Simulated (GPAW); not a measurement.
Here is a GPAW 26.7.0 calculation.

File run.py:

```python
import json
import numpy as np
from ase import Atoms
from ase.calculators.mixing import SumCalculator
from ase.constraints import FixSymmetry
from ase.filters import FrechetCellFilter
from ase.io import write
from ase.optimize import BFGS
from dftd4.ase import DFTD4
from phonopy import Phonopy
from phonopy.structure.atoms import PhonopyAtoms
from gpaw import GPAW, PW

atoms = Atoms(['Zr', 'B', 'B'],
              cell=[[3.17, 0.0, 0.0],
                    [-1.585, 2.74530053, 0.0],
                    [0.0, 0.0, 3.533]],
              scaled_positions=[[0.0, 0.0, 0.0],
                                [0.6666666667, 0.3333333333, 0.5],
                                [0.3333333333, 0.6666666667, 0.5]],
              pbc=True)

calc = GPAW(mode=PW(800),
            xc='PBE',
            kpts={'size': (10, 10, 8), 'gamma': True},
            occupations={'name': 'fermi-dirac', 'width': 0.05},
            nbands=17,
            convergence={'density': 1e-06, 'eigenstates': 1e-09},
            random=True,
            maxiter=60,
            txt='gpaw.txt')
atoms.calc = SumCalculator([calc, DFTD4(method='pbe')])
atoms.set_constraint(FixSymmetry(atoms))
BFGS(FrechetCellFilter(atoms), trajectory='relax.traj', logfile='-').run(fmax=0.005, steps=40)
atoms.set_constraint()
energy = atoms.get_potential_energy()
forces = atoms.get_forces()
stress = atoms.get_stress()
calc.write('gs.gpw')
write('result.traj', atoms)
print('Cell:', atoms.cell.cellpar().round(4))
print(atoms.get_scaled_positions().round(5))

def force_constants(scale):
    unit = PhonopyAtoms(symbols=atoms.get_chemical_symbols(), cell=atoms.cell[:] * scale**(1 / 3),
                        scaled_positions=atoms.get_scaled_positions())
    ph = Phonopy(unit, supercell_matrix=np.diag([1, 1, 1]), primitive_matrix=np.eye(3), symprec=1e-4)
    ph.generate_displacements(distance=0.03)
    forces = []
    for i, sc in enumerate(ph.supercells_with_displacements):
        a = Atoms(sc.symbols, cell=sc.cell, scaled_positions=sc.scaled_positions, pbc=True)
        c = GPAW(mode=PW(800),
                 xc='PBE',
                 kpts={'size': (10, 10, 8), 'gamma': True},
                 occupations={'name': 'fermi-dirac', 'width': 0.05},
                 nbands=17,
                 convergence={'density': 1e-06, 'eigenstates': 1e-09},
                 random=True,
                 maxiter=60,
                 txt=f'disp-{scale:.3f}-{i:02d}.txt')
        a.calc = SumCalculator([c, DFTD4(method='pbe')])
        f = a.get_forces()
        forces.append(f - f.mean(axis=0))
        print(f'displacement {i}: drift', f.mean(axis=0).round(5), flush=True)
    ph.forces = forces
    ph.produce_force_constants()
    ph.symmetrize_force_constants()
    return ph

qpoints = [[0.0, 0.0, 0.0]]
results = {}
for scale in [1.0]:
    ph = force_constants(scale)
    ph.run_qpoints(qpoints)
    nu = ph.qpoints.frequencies * 33.35641  # THz to cm^-1
    results[f'{scale:.3f}'] = nu.tolist()
    for qp, f in zip(qpoints, nu):
        print(scale, np.round(qp, 4), f.round(2))
json.dump(results, open('phonons.json', 'w'))
```

Potentials or basis: GPAW PAW data sets (gpaw-data 1.2.1), pw.

Command:

```console
$ OMP_NUM_THREADS=1 python run.py
```

(1) What does it give for the highest phonon frequency at Γ?

(2) What does it give for the dispersion energy per atom?

(3) Predict the relaxed volume.

(4) Predict the space group after relaxing (to 0.05 Å).

(5) Predict the relaxed cell.

Results:

(1) 792 cm⁻¹.

(2) -0.323 eV.

(3) 10.00 Å³/atom.

(4) P6/mmm (No. 191).

(5) a = 3.149 Å, b = 3.149 Å, c = 3.494 Å, α = 90.00°, β = 90.00°, γ = 120.00°.

Caveat: pairwise dispersion overbinds metals, which lowers pressure and volume.
